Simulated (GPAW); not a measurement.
A run of GPAW 26.7.0:

File run.py:

```python
import numpy as np
from ase import Atoms
from ase.dft.bandgap import bandgap
from ase.io import write
from gpaw import GPAW, PW
from gpaw.spinorbit import soc_eigenstates

atoms = Atoms(['Pb', 'Se'],
              cell=[[0.0, 3.06065, 3.06065],
                    [3.06065, 0.0, 3.06065],
                    [3.06065, 3.06065, 0.0]],
              scaled_positions=[[0.0, 0.0, 0.0],
                                [0.5, 0.5, 0.5]],
              pbc=True)

calc = GPAW(mode=PW(600),
            xc={'name': 'vdW-DF-cx', 'backend': 'libvdwxc'},
            kpts={'size': (6, 6, 6), 'gamma': True},
            occupations={'name': 'fermi-dirac', 'width': 0.05},
            nbands=19,
            convergence={'density': 1e-05, 'energy': 1e-05},
            maxiter=150,
            txt='gpaw.txt')
atoms.calc = calc
energy = atoms.get_potential_energy()
forces = atoms.get_forces()
calc.write('gs.gpw')
write('result.traj', atoms)
print(f'Energy: {energy:.6f} eV')
print('Forces (eV/A):')
print(forces.round(4))
print('Fermi level:', round(calc.get_fermi_level(), 4), 'eV')
print(f'Gap: {bandgap(calc)[0]:.4f} eV, direct: {bandgap(calc, direct=True)[0]:.4f} eV')

path = atoms.cell.bandpath('GXWKGLUWLK,UX', npoints=60, eps=1e-4)
bs_calc = calc.fixed_density(kpts=path, symmetry='off', nbands=31,
                             convergence={'bands': 'CBM+6.0', 'eigenstates': 1e-6}, txt='bands.txt')
bs = bs_calc.band_structure()
bs.write('bs.json')
print(f'Gap on the path: {bandgap(bs_calc)[0]:.4f} eV')

soc = soc_eigenstates(bs_calc, theta=90, phi=0)
np.savetxt('soc_bands.dat', soc.eigenvalues(), fmt='%.4f')
mesh = soc_eigenstates('gs.gpw', theta=90, phi=0)
np.savetxt('soc_mesh.dat', mesh.eigenvalues(), fmt='%.4f')
print('Fermi level with spin-orbit coupling:', round(mesh.fermi_level, 4), 'eV')
```

Potentials or basis: GPAW PAW data sets (gpaw-data 1.2.1), pw.

Command:

```bash
$ OMP_NUM_THREADS=1 python run.py
```

Hardware: 1 thread of Intel(R) Xeon(R) Platinum 8259CL CPU @ 2.50GHz (Skylake/Cascade Lake) (shared host).

Q: How long does it take, and how much memory?

A: It took 35 s on 1 thread of Intel(R) Xeon(R) Platinum 8259CL CPU @ 2.50GHz (Skylake/Cascade Lake), with other jobs on the host, peak memory 0.31 GiB. Counts: scf iterations 15, plane waves 1936, bands 19, k points 16.
